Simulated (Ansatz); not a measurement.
**ZrB$_{2}$: a prediction, then the measurements**

These are results of DFT PBE, scalar-relativistic, plane waves, PAW in Ansatz 0.2.0, not measurements.

Settings: cutoff 420 eV, Γ-centred mesh 18×18×14 on the computed 3-atom cell, Gaussian smearing of 0.10 eV; no spin polarisation.

Relaxed structure:

```
Zr B
1.0
     3.17164    0.00000    0.00000
    -1.58582    2.74672    0.00000
     0.00000    0.00000    3.54075
Zr B
1 2
Direct
  0.00000 0.00000 0.00000
  0.33333 0.66667 0.50000
  0.66667 0.33333 0.50000
```

| Property | Result |
| --- | --- |
| Space group | P6/mmm (No. 191) |
| Volume per atom | 10.28 Å³ |
| Formation energy from the elements' standard states (uncorrected) | -1.019 eV/atom |
| Kohn–Sham band gap | none (metal) |
| Density of states at the Fermi level | 0.2 states/eV per cell |
| Orbital (Löwdin) character within 0.5 eV of the Fermi level | Zr 4d 73 %, B 2p 25 % |
| Bader charge by site (e) | Zr (1 in the cell) 1.56, B (2 in the cell) -0.78 |

**Against measurements.**

Against the measured lattice constant a of ZrB2, 3.167 Å (ceramic; “Chemical Bonding in Epitaxial ZrB2 Studied by X-ray Spectroscopy”, 2018, arxiv:1801.08663), the calculated 3.172 Å is off by +0.1 %. A measured lattice constant c of ZrB2 is 3.531 Å (ceramic; “Chemical Bonding in Epitaxial ZrB2 Studied by X-ray Spectroscopy”, 2018, arxiv:1801.08663); the calculated 3.541 Å exceeds it by 0.3 %. The calculation is for 0 K without zero-point motion.

It was relaxed from a cell as deposited in COD. Löwdin shares on free-atom orbitals overweight diffuse shells.
